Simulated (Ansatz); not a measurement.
Reactions of HI$_{3}$Si, SMILES `I[SiH](I)I`.

Program: Ansatz. Geometries: PBE0-D4/def2-TZVP. ΔE: electronic, gas phase. CCSD(T)/CBS adds triple-zeta CCSD(T) − MP2 to the extrapolated MP2 energy (def2 sets, frozen cores). This one scheme is used for every species, atoms too. DFT in def2-TZVPP. Open shells (•) are unrestricted, without spin–orbit coupling. Spin–orbit coupling would lower the free atoms: a little for Si; strongly for I. Elements past krypton have def2 core potentials. Bonds to I are less sure, by a few kJ/mol each and by 10 to 20 or more in all where they break to atoms, as the def2 sets lack core-valence functions.

```json
{"reaction": "`I[SiH](I)I` + `[CH3]`• → `I[Si](I)I`• + CH₄", "B2PLYP (kJ/mol)": "-108", "MP2/CBS(def2) (kJ/mol)": "-101", "r2SCAN-D4 (kJ/mol)": "-107"}
{"reaction": "`I[SiH](I)I` + `[SiH3]`• → `I[Si](I)I`• + SiH₄", "B2PLYP (kJ/mol)": "-42", "MP2/CBS(def2) (kJ/mol)": "-28", "r2SCAN-D4 (kJ/mol)": "-41"}
{"reaction": "`I[SiH](I)I` → H• + `I[Si](I)I`•", "B2PLYP (kJ/mol)": "356", "MP2/CBS(def2) (kJ/mol)": "368", "r2SCAN-D4 (kJ/mol)": "345"}
{"reaction": "`I[SiH](I)I` → H• + 3 I• + Si•", "B2PLYP (kJ/mol)": "1135", "MP2/CBS(def2) (kJ/mol)": "1274", "r2SCAN-D4 (kJ/mol)": "1186"}
{"reaction": "`I[SiH](I)I` + `F[C](F)F`• → `I[Si](I)I`• + trifluoromethane", "B2PLYP (kJ/mol)": "-107", "MP2/CBS(def2) (kJ/mol)": "-105", "r2SCAN-D4 (kJ/mol)": "-103"}
```

(1) Give the CCSD(T)/CBS values in the same order. (Best estimate.)

Largest T1 diagnostic: 0.015, for `[SiH3]`•.

Answers

(1) The calculation gave: -99, -34, 373, 1209, -106 kJ/mol.
